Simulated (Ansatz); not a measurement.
# Na: relaxation of cell and atoms

These are results of Ansatz 0.2.0, DFT, PBE, all-electron LAPW, scalar-relativistic, not measurements.

Command: `ansatz run input.yaml --threads 1 --pin off --max-ram 2048MiB --backend cpu --events-out ev --progress --plain --runs-dir out` The run took 6.6 s on 1 thread of Arm Neoverse V1, with other jobs on the host.

```yaml
crystal:
  lattice:
    - [3.6901008715, 0.0, 0.0]
    - [-1.8450504358, 3.1957210973, 0.0]
    - [0.0, 0.0, 6.028372913]
  atoms:
    - { symbol: Na, position: [0.3333333333, 0.6666666667, 0.25] }
    - { symbol: Na, position: [0.6666666667, 0.3333333333, 0.75] }
kpoints:
  mp_grid: { grid: [10, 10, 6] }
scf:
  occupations: { method: fermi_dirac, width: 0.05 }
hamiltonian:
  xc: pbe
  pseudopotentials: { kind: all_electron, lapw: { basis_error: 0.001 } }
output:
  forces: true
  stress: true
relax:
  f_tol: 0.005
  max_steps: 80
  cell: {}
```

The geometry is COD entry 9011000, unchecked; take it as a test cell. The listed cell was then made from it by scaling, straining or moving an atom.

Each frame lists the cell vectors (Å), then Cartesian positions (Å); symmetry keeps all forces zero. Free energies count from the first step, -8840.1505 eV.

The walk took 4 evaluations in all; steps that aren't listed are left out.

Step 1: E = 0.0 meV, P = 0.36 GPa

```
cell 3.6901 0.0000 0.0000 -1.8451 3.1957 0.0000 0.0000 0.0000 6.0284
Na    0.0000    2.1305    1.5071
Na    1.8451    1.0652    4.5213
```

Step 2:

```
cell 3.7047 0.0000 0.0000 -1.8524 3.2084 0.0000 0.0000 0.0000 6.0367
Na    0.0000    2.1389    1.5092
Na    1.8524    1.0695    4.5275
```

(1) Give the energy, pressure of step 2.

(2) How does the relaxation end?

## Answers

(1) E = -1.5 meV, P = 0.27 GPa
```
Na    0.0000    2.1389    1.5092
Na    1.8524    1.0695    4.5275
```

(2) It converges, with a = 3.758 Å, b = 3.758 Å, c = 6.060 Å, α = 90.00°, β = 90.00°, γ = 120.00° (conventional cell, space group P6_3/mmc). The last solve (on a basis chosen afresh for the final cell, so its energy is not quite comparable) gives E = -3.8 meV, P = 0.01 GPa:
```
cell 3.7579 0.0000 0.0000 -1.8789 3.2544 0.0000 0.0000 0.0000 6.0597
Na    0.0000    2.1696    1.5149
Na    1.8789    1.0848    4.5448
```
